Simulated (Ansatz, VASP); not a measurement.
Bi: VASP beside Ansatz

```
CELL_PARAMETERS angstrom
0.00000 3.73901 3.73901
3.73901 0.00000 3.73901
3.73901 3.73901 0.00000
ATOMIC_POSITIONS crystal
Bi 0.12500 0.12500 0.12500
Bi 0.87500 0.87500 0.87500
```

Alike in both runs: task single point; functional RPBE; k mesh 8 × 8 × 8; occupations fermi-dirac, width 0.1 eV; no spin polarisation.

|  | VASP | Ansatz |
| --- | --- | --- |
| version | VASP 6.6.1 | Ansatz 0.2.0 |
| potentials or method | VASP PAW PBE potentials, release 64 (Bi_d) | plane waves (420 eV) with PAW, scalar-relativistic |
| plane-wave cutoff (eV) | 520 | 420 |
| valence electrons in the cell | 30 | 30 |

VASP gave:

```
pressure (GPa) : -1.0
```

Q: Which values does Ansatz return?

A: Pressure (GPa): -0.9.

The functional is the same, so the differences come from potentials, cutoffs and numerics.

Caveats: the PAW data sets were made with another functional, which shifts forces and pressure a little (VASP).
